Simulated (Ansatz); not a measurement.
Pd under changes of volume

One of the cells (15.547 Å³/atom); the others are scaled copies at fixed shape and fractional positions:

```
Pd
1.0
    -1.57228    1.57228    1.57228
     1.57228   -1.57228    1.57228
     1.57228    1.57228   -1.57228
Pd
1
Direct
  0.00000 0.00000 0.00000
```

This isn't the form of Pd at room conditions, which is fcc.

```yaml
Program: Ansatz 0.2.0
Functional: LDA
Potentials_or_basis: all-electron LAPW, scalar-relativistic
Cutoff: 273 eV (chosen from the basis error)
Basis_error_allowed: 0.001 eV/atom
k_mesh: 12 × 12 × 12
Occupations: fermi-dirac, width 0.05 eV
Spin: no spin polarisation
```

```tsv
volume (Å³/atom)	energy over the lowest point (meV/atom)	pressure (GPa)
14.614	0.00	-5.2
14.925	14.20	-9.1
15.236	35.36	-12.4
15.547	?	?
15.858	94.99	-17.8
16.169	131.91	-20.0
16.480	172.71	-21.8
```

Problem. What does the run at 15.547 Å³/atom give?

Solution. Energy over the lowest point 62.56 meV/atom; pressure -15.3 GPa.

Worked out: A Birch-Murnaghan fit of order 3 (a polynomial in V^(-2/3)) to the other rows has its minimum at 14.24 Å³/atom, just outside them, with B0 = V·E''(V) = 224 GPa and B' = 5.5. It gives 62.57 meV/atom at 15.547 Å³/atom, against the run's 62.56, and -dE/dV = -15.4 GPa, against -15.3.

Energies are extrapolated to zero smearing.
